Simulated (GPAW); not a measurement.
## Co in GPAW: the effect of starting spin order

Co:

```
Co
1.0
     0.00000    3.21737    3.21737
     3.21737    0.00000    3.21737
     3.21737    3.21737    0.00000
Co
6
Direct
  0.12500 0.12500 0.12500
  0.62500 0.12500 0.12500
  0.12500 0.62500 0.12500
  0.12500 0.12500 0.62500
  0.50000 0.50000 0.50000
  0.75000 0.75000 0.75000
```

This isn't the form of Co at room conditions, which is hcp.

Alike in all runs:

- Program: GPAW 26.7.0
- Task: single point
- Functional: PBEsol
- Potentials or basis: PAW data sets generated in the run's folder for this functional
- Cutoff: 600 eV
- Basis: pw
- k mesh: 7 × 7 × 7
- Occupations: fermi-dirac, width 0.05 eV

```tsv
starting spin order	spin	starting moments	energy over the lowest run (meV/atom)	pressure (GPa)	final net moment (μB)	final largest site moment (μB)
nm	no spin polarisation	-	?	?	?	?
fm	collinear spin, ferromagnetic start	[2.0, 2.0, 2.0, 2.0, 2.0, 2.0] μB	0.0	-2.6	9.87	1.77
fm  larger moments	collinear spin, ferromagnetic start	[3.5, 3.5, 3.5, 3.5, 3.5, 3.5] μB	0.0	-2.6	9.87	1.77
```

Question: What does the run with starting spin order nm give?

Answer: Energy over the lowest run 305.2 meV/atom; pressure -12.7 GPa; final net moment 0.00 μB; final largest site moment 0.00 μB.
